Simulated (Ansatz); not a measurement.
# TaN: pressure up to the limit of the methods

One table from this session's results is given with a row withheld; the runs are named, their logs left out.

Computed with Ansatz 0.2.0 (DFT, PBE, PAW with Ansatz's default frozen-core files, scalar-relativistic, unless a step's input says otherwise).

1 further run of the same task is left out (it didn't finish).

## The starting structure

Symmetry: P6_3/mmc, No. 194, hexagonal system. The conventional cell has a = 3.512 Å, b = 3.512 Å, c = 5.444 Å, α = 90.00°, β = 90.00°, γ = 120.00°. Ta (site symmetry -3m) is surrounded by 6 N at 2.44 Å and 2 Ta at 2.72 Å. N (site symmetry -6m2) is surrounded by 6 Ta at 2.44 Å.

As a file:

```
CELL_PARAMETERS angstrom
3.51229 0.00000 0.00000
-1.75614 3.04173 0.00000
0.00000 0.00000 5.44405
ATOMIC_POSITIONS crystal
Ta 0.00000 0.00000 0.00000
Ta 0.00000 0.00000 0.50000
N 0.33333 0.66667 0.25000
N 0.66667 0.33333 0.75000
```

Whether this phase is the stable one at these pressures isn't tested.

Atoms are numbered in the order of the input: Ta1, Ta2, N3, N4.

The first run:

input.yaml reads:

```yaml
crystal:
  lattice:
    - [3.5122882138, 0.0, 0.0]
    - [-1.7561441069, 3.0417308186, 0.0]
    - [0.0, 0.0, 5.4440467314]
  atoms:
    - { symbol: Ta, position: [0.0, 0.0, 0.0] }
    - { symbol: Ta, position: [0.0, 0.0, 0.5] }
    - { symbol: "N", position: [0.3333333333, 0.6666666667, 0.25] }
    - { symbol: "N", position: [0.6666666667, 0.3333333333, 0.75] }
kpoints:
  mp_grid: { grid: [11, 11, 6] }
scf:
  occupations: { method: fermi_dirac, width: 0.08 }
hamiltonian:
  xc: pbe
  pseudopotentials: { kind: paw }
output:
  forces: true
  stress: true
relax:
  f_tol: 0.005
  max_steps: 40
  cell: {}
```

Run with:

```
ansatz run input.yaml --threads 1 --pin off --max-ram 3072MiB --backend cpu --events-out ev --progress --plain --runs-dir out
```

Steps of the session up to this table: Cell relaxed at zero pressure, PAW; Volume scaled by 1, PAW; Shape and atoms relaxed at 0.94 of the volume, PAW; Volume scaled by 0.94, PAW; Shape and atoms relaxed at 0.88 of the volume, PAW; Volume scaled by 0.88, PAW; Shape and atoms relaxed at 0.8 of the volume, PAW; Volume scaled by 0.8, PAW; Shape and atoms relaxed at 0.72 of the volume, PAW; Volume scaled by 0.72, PAW; Shape and atoms relaxed at 0.64 of the volume, PAW; Volume scaled by 0.64, PAW; Shape and atoms relaxed at 0.55 of the volume, PAW; Volume scaled by 0.55, PAW; Volume scaled by 0.55, PAW (cutoff 250 eV).

One table of the session follows, with a row left open; its other results are not shown here.

| method | volume over the first | volume (Å³/atom) | pressure (GPa) |
| --- | --- | --- | --- |
| PAW | 1 | 10.900 | 0.01 |
| PAW | 0.94 | 10.246 | 23.04 |
| PAW | 0.88 | 9.592 | 54.80 |
| PAW | 0.8 | ? | ? |
| PAW | 0.72 | 7.848 | 214.49 |
| PAW | 0.64 | 6.976 | 370.56 |
| PAW | 0.55 | 5.995 | 670.12 |
| PAW (cutoff 250 eV) | 0.55 | 5.995 | 679.23 |

Q: Estimate the row for PAW, 0.8 from the others.

As computed: volume (Å³/atom): 8.720; pressure (GPa): 117.02. In the column «volume (Å³/atom)» it lies between PAW, 0.72 (7.848) and PAW, 0.88 (9.592).

Caveats from the session: Warnings in the runs' records: cutoff below recommended.
